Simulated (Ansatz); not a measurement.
A relaxation computed with Ansatz, from input to last step.

```yaml
crystal:
  lattice:
    - [4.5014802137, 0.0, 0.0]
    - [-2.2507401069, 3.8983962197, 0.0]
    - [0.0, 0.0, 7.0035720077]
  atoms:
    - { symbol: Sn, position: [0.3333333333, 0.6666666667, 0.245] }
    - { symbol: Sn, position: [0.6666666667, 0.3333333333, 0.755] }
    - { symbol: S, position: [0.0, 0.0, 0.0] }
    - { symbol: S, position: [0.3333333333, 0.6666666667, 0.645] }
    - { symbol: S, position: [0.6666666667, 0.3333333333, 0.355] }
basis:
  ecutwfc: 420
kpoints:
  mp_grid: { grid: [6, 6, 4] }
hamiltonian:
  xc: pbe
scf:
  occupations: { method: gaussian, width: 0.1 }
  lower_state_search: "off"
output:
  forces: true
  stress: true
  eigenvalues: true
relax:
  adjacent_minimum: "off"
  f_tol: 0.04
  max_steps: 70
  cell: { stress_tol: 0.4 }
```

```bash
ansatz run input.yaml --threads 1 --pin off --max-ram 2560MiB --backend cpu --events-out ev --progress --plain --runs-dir out
```

The calculation used DFT PBE, scalar-relativistic, plane waves, PAW (Ansatz 0.2.0).

Of 14 frames 10 are shown, positions in Å and forces in eV/Å; the SCF threshold varies from step to step. Steps run on the plane waves of an earlier cell, with a Pulay correction in the pressure. The basis is chosen afresh for the last frame, the zero of the energies, and at times for earlier ones too; energy and pressure step there, also at an unchanged geometry. Here that happened at step 10 (-8 meV/atom, 0.4 GPa); the frames before carry an error of that size. The end is built of layers, and without a dispersion correction their distances are poorly fixed.

```xyz
5
Lattice="4.5015 0.0000 0.0000 -2.2507 3.8984 0.0000 0.0000 0.0000 7.0036" Properties=species:S:1:pos:R:3:forces:R:3 pbc="T T T" step=1 free_energy_over_end_meV_per_atom=211.42 pressure_GPa=-2.50
Sn    0.0000    2.5989    1.7159    0.0000    0.0000   -0.5784
Sn    2.2507    1.2995    5.2877    0.0000    0.0000    0.5784
S     0.0000    0.0000    0.0000    0.0000    0.0000    0.0000
S     0.0000    2.5989    4.5173    0.0000    0.0000    0.0663
S     2.2507    1.2995    2.4863    0.0000    0.0000   -0.0663
5
Lattice="4.3463 0.0000 0.0000 -2.1732 3.7640 0.0000 0.0000 0.0000 6.9042" Properties=species:S:1:pos:R:3:forces:R:3 pbc="T T T" step=2 free_energy_over_end_meV_per_atom=169.79 pressure_GPa=0.45
Sn    0.0000    2.5093    1.5007    0.0000    0.0000    0.0857
Sn    2.1732    1.2547    5.4035    0.0000    0.0000   -0.0857
S     0.0000    0.0000    0.0000    0.0000    0.0000    0.0000
S     0.0000    2.5093    4.4129    0.0000    0.0000    0.4791
S     2.1732    1.2547    2.4913    0.0000    0.0000   -0.4791
5
Lattice="4.1699 0.0000 0.0000 -2.0849 3.6112 0.0000 0.0000 0.0000 7.4892" Properties=species:S:1:pos:R:3:forces:R:3 pbc="T T T" step=4 free_energy_over_end_meV_per_atom=95.25 pressure_GPa=1.67
Sn    0.0000    2.4075    1.5451    0.0000    0.0000   -0.1984
Sn    2.0849    1.2037    5.9441    0.0000    0.0000    0.1984
S     0.0000    0.0000    0.0000    0.0000    0.0000    0.0000
S     0.0000    2.4075    4.8692    0.0000    0.0000   -0.0671
S     2.0849    1.2037    2.6201    0.0000    0.0000    0.0671
5
Lattice="4.1014 0.0000 0.0000 -2.0507 3.5519 0.0000 0.0000 0.0000 7.8299" Properties=species:S:1:pos:R:3:forces:R:3 pbc="T T T" step=5 free_energy_over_end_meV_per_atom=59.82 pressure_GPa=1.18
Sn    0.0000    2.3679    1.5491    0.0000    0.0000    0.0800
Sn    2.0507    1.1840    6.2808    0.0000    0.0000   -0.0800
S     0.0000    0.0000    0.0000    0.0000    0.0000    0.0000
S     0.0000    2.3679    5.0964    0.0000    0.0000    0.0657
S     2.0507    1.1840    2.7335    0.0000    0.0000   -0.0657
5
Lattice="3.9897 0.0000 0.0000 -1.9949 3.4552 0.0000 0.0000 0.0000 8.5215" Properties=species:S:1:pos:R:3:forces:R:3 pbc="T T T" step=7 free_energy_over_end_meV_per_atom=18.48 pressure_GPa=0.38
Sn    0.0000    2.3035    1.6456    0.0000    0.0000    0.0060
Sn    1.9949    1.1517    6.8759    0.0000    0.0000   -0.0060
S     0.0000    0.0000    0.0000    0.0000    0.0000    0.0000
S     0.0000    2.3035    5.5846    0.0000    0.0000    0.0188
S     1.9949    1.1517    2.9368    0.0000    0.0000   -0.0188
5
Lattice="3.9583 0.0000 0.0000 -1.9792 3.4280 0.0000 0.0000 0.0000 8.7793" Properties=species:S:1:pos:R:3:forces:R:3 pbc="T T T" step=8 free_energy_over_end_meV_per_atom=15.00 pressure_GPa=-0.08
Sn    0.0000    2.2853    1.6753    0.0000    0.0000    0.0154
Sn    1.9792    1.1427    7.1040    0.0000    0.0000   -0.0154
S     0.0000    0.0000    0.0000    0.0000    0.0000    0.0000
S     0.0000    2.2853    5.7805    0.0000    0.0000    0.0405
S     1.9792    1.1427    2.9988    0.0000    0.0000   -0.0405
5
Lattice="3.9570 0.0000 0.0000 -1.9785 3.4268 0.0000 0.0000 0.0000 8.7906" Properties=species:S:1:pos:R:3:forces:R:3 pbc="T T T" step=10 free_energy_over_end_meV_per_atom=6.94 pressure_GPa=0.47
Sn    0.0000    2.2846    1.6754    0.0000    0.0000   -0.0242
Sn    1.9785    1.1423    7.1152    0.0000    0.0000    0.0242
S     0.0000    0.0000    0.0000    0.0000    0.0000    0.0000
S     0.0000    2.2846    5.7983    0.0000    0.0000   -0.0066
S     1.9785    1.1423    2.9923    0.0000    0.0000    0.0066
5
Lattice="3.9327 0.0000 0.0000 -1.9664 3.4058 0.0000 0.0000 0.0000 9.0060" Properties=species:S:1:pos:R:3:forces:R:3 pbc="T T T" step=11 free_energy_over_end_meV_per_atom=3.34 pressure_GPa=0.42
Sn    0.0000    2.2706    1.6875    0.0000    0.0000    0.0318
Sn    1.9664    1.1353    7.3185    0.0000    0.0000   -0.0318
S     0.0000    0.0000    0.0000    0.0000    0.0000    0.0000
S     0.0000    2.2706    5.9775    0.0000    0.0000    0.0072
S     1.9664    1.1353    3.0285    0.0000    0.0000   -0.0072
5
Lattice="3.9176 0.0000 0.0000 -1.9588 3.3927 0.0000 0.0000 0.0000 9.4716" Properties=species:S:1:pos:R:3:forces:R:3 pbc="T T T" step=13 free_energy_over_end_meV_per_atom=0.37 pressure_GPa=-0.07
Sn    0.0000    2.2618    1.7156    0.0000    0.0000    0.0070
Sn    1.9588    1.1309    7.7560    0.0000    0.0000   -0.0070
S     0.0000    0.0000    0.0000    0.0000    0.0000    0.0000
S     0.0000    2.2618    6.3975    0.0000    0.0000    0.0025
S     1.9588    1.1309    3.0742    0.0000    0.0000   -0.0025
5
Lattice="3.9176 0.0000 0.0000 -1.9588 3.3927 0.0000 0.0000 0.0000 9.4716" Properties=species:S:1:pos:R:3:forces:R:3 pbc="T T T" step=14 free_energy_over_end_meV_per_atom=0.00 pressure_GPa=-0.06
Sn    0.0000    2.2618    1.7156    0.0000    0.0000    0.0071
Sn    1.9588    1.1309    7.7560    0.0000    0.0000   -0.0071
S     0.0000    0.0000    0.0000    0.0000    0.0000    0.0000
S     0.0000    2.2618    6.3975    0.0000    0.0000    0.0031
S     1.9588    1.1309    3.0742    0.0000    0.0000   -0.0031
```

The start puts this composition into another compound's structure type, which needn't suit it. At the end the space group is P-3m1 (tolerance 0.05 Å).

Time: 79 s on 1 thread of Arm Neoverse V1, on a shared host, peak memory 0.39 GiB.

The k mesh is coarse.